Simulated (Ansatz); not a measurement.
# Force difference against the radius of support functions in bare Al-Cu alloy nanowire along [110] (26 atoms)

The cell holds 26 atoms: 13 Cu and 13 Al. Cell: a = 17.100 Å, b = 14.728 Å, c = 5.162 Å, α = 90.0°, β = 90.0°, γ = 90.0°. It derives from Al (fcc) and Cu. Hexagon section of size parameter 4.53 Å cut from fcc Al (a = 4.05 Å) along [110], 2 periods, 9 Å of vacuum, 13 atoms Cu at random; minimised with a classical potential (one cell length free). Vacuum lies along a and b. The structure repeats along c.

Calculated with Ansatz 0.2.0: Kohn-Sham DFT, PBE, PAW (set soft_2), localised support functions (medium), with the radius typed; the reference is Kohn-Sham DFT, PBE, PAW (set soft_2), plane waves, cutoff 420 eV, k-mesh 1×1×4, methfessel-paxton smearing of 0.15 eV, with an r.m.s. force component of 0.224 eV/Å.

| radius (Å) | r.m.s. force difference (meV/Å) | time |
| --- | --- | --- |
| 4.03 | 0.879 | 1.7 min |
| 4.36 | 0.83 | 2 min |
| 4.65 | 0.815 | 2.3 min |
| 4.98 | ? | ? |
| 5.6 | 0.803 | 3.9 min |

**Question.** Fit a power law of the radius to the rows given and interpolate to the withheld row.

**Working.**

A power law y = A x^b is a line in u = ln x and v = ln y.

```
u = ln x   v = ln y
 1.39377  -0.128970
 1.47247  -0.186330
 1.53687  -0.204567
 1.72277  -0.219401
```

With n = 4: mean u = 1.53147, mean v = -0.184817, Σ(u − ū)² = 0.059067, Σ(u − ū)(v − v̄) = -0.014323. Slope b = -0.014323 / 0.059067 = -0.24250; intercept a = v̄ − b ū = 0.18656.

At the withheld row u = 1.605, v = a + b u = -0.2028, and y = exp(v).

Prediction at 4.98: 0.8165 meV/Å. The run gave 0.811 meV/Å, so the fit is high by 0.0055 meV/Å (0.68 % of the value).

The fitted exponent is -0.24. Between neighbouring rows, the withheld one included, the exponents are -0.73, -0.28, -0.072 and -0.084, so one power law doesn't hold over the range: the values level off at a floor. Among the rows given, the largest relative miss of the fit is at 4.03, by 0.020 meV/Å (2.2 %).

Limits: The difference holds the reference's own basis error, which sets a floor under it.

[Logs are printed without paths, hosts, clocks, repeated set-up lines and the standing remarks that a program may print on its own settings, such as how far it seeks lower states.]

[Hosts, paths, dates, database ids (printed as entryN), source tags and the programs' standing remarks are cut or masked in the printed files.]
